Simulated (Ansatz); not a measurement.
K:

```
CELL_PARAMETERS angstrom
-2.69756 2.69756 2.69756
2.69756 -2.69756 2.69756
2.69756 2.69756 -2.69756
ATOMIC_POSITIONS crystal
K 0.00000 0.00000 0.00000
```

| Property | Result |
| --- | --- |
| Program | Ansatz 0.2.0 |
| Task | relaxation of cell and atoms |
| Functional | PBE |
| Dispersion | D4 |
| Potentials or basis | JTH PAW |
| Cutoff | 690 eV (not typed: the program's choice for these potentials) |
| k mesh | 7 × 7 × 7 |
| Occupations | fermi-dirac, width 0.1 eV |
| Spin | no spin polarisation |

At the start: volume 78.52 Å³/atom.

Task: Where does the relaxation end?

Result: It ends after 7 steps and the volume is 70.70 Å³/atom (-10.0 %); space group Im-3m (No. 229, to 0.05 Å).

Step by step:
```csv
step,energy change (eV),largest force (eV/Å),volume (Å³)
1,0.0000,0.0000,78.52
2,-0.0017,0.0000,77.71
3,-0.0076,0.0000,69.77
4,-0.0078,0.0000,73.44
5,-0.0082,0.0000,73.03
6,-0.0091,0.0000,70.70
7,-0.0089,0.0000,70.70
```

Final structure:
```
K
1.0
    -2.60491    2.60491    2.60491
     2.60491   -2.60491    2.60491
     2.60491    2.60491   -2.60491
K
1
Direct
  0.00000 0.00000 0.00000
```

Caveat: the plane-wave basis is chosen anew once the cell has moved, so the energies of steps on either side of that aren't comparable.
